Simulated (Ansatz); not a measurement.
**What strain does to SrO (Fm-3m)**

A 2-atom cell of SrO started from a crystallographic database, relaxed with r2SCAN in Ansatz 0.2.0. It is cubic, Fm-3m (No. 225); a = 5.160 Å in the conventional setting, 17.17 Å³ an atom. Sr has 6 O at 2.58 Å; O has 6 Sr at 2.58 Å.

The axes x, y and z are those of this cell:
```yaml
crystal:
  lattice:
    - [0.00000, 2.57989, 2.57989]
    - [2.57989, 0.00000, 2.57989]
    - [2.57989, 2.57989, 0.00000]
  atoms:
    - { symbol: Sr, position: [0.50000, 0.50000, 0.50000] }
    - { symbol: O, position: [0.00000, 0.00000, 0.00000] }
```

Unstrained: With PBE the valence top lies at Γ and the conduction bottom at X, 3.318 eV higher; the smallest vertical gap, at X, is 3.403 eV. The r2SCAN gap is indirect, 3.799 eV (Γ to X), below the direct gap of 3.880 eV at X. HSE06 gives an indirect gap of 4.794 eV, from Γ to X; the least direct gap is 4.890 eV at X. Meshes: PBE 8×8×8, r2SCAN 8×8×8, HSE06 6×6×6. Strains are changes of length per length. After each strain the atoms were relaxed again with r2SCAN within the symmetry that the strain leaves, so tilts or polar shifts that break it weren't tested; points keep the names that they have in the unstrained zone. Spin-unpolarised throughout; all numbers are computed.

Changes of the least gap in eV (an overlap counts as a negative gap):
```
                            strain  volume change (%)  space group     PBE  r2SCAN   HSE06  energy rise, r2SCAN (meV/atom)
biaxial +3.73 % in x and y, z held               +7.6       I4/mmm  -0.131  -0.143  -0.143                            30.0
 isotropic +3.71 % on every length              +11.5        Fm-3m  -0.115  +0.013  -0.184                            54.8
```

Biaxial +3.73 % in x and y, z held. HSE06: the gap goes from 4.794 to 4.651 eV (-0.143 eV); with r2SCAN the top three valence levels at Γ, degenerate before, become 1+2 from the top over 100 meV. Stress change with r2SCAN, compression positive: xx -6.72, yy -6.72, zz -3.34 GPa.

Isotropic +3.71 % on every length. HSE06: the gap goes from 4.794 to 4.610 eV (-0.184 eV); it turns from indirect (Γ → X) to direct (Γ). Stress change with r2SCAN, compression positive: xx -8.02, yy -8.02, zz -8.02 GPa.

The meshes of the hybrids are coarse, so their gaps aren't converged to the digits shown.

The splittings at Γ are without spin-orbit coupling, which regroups them where it is of like size or larger.
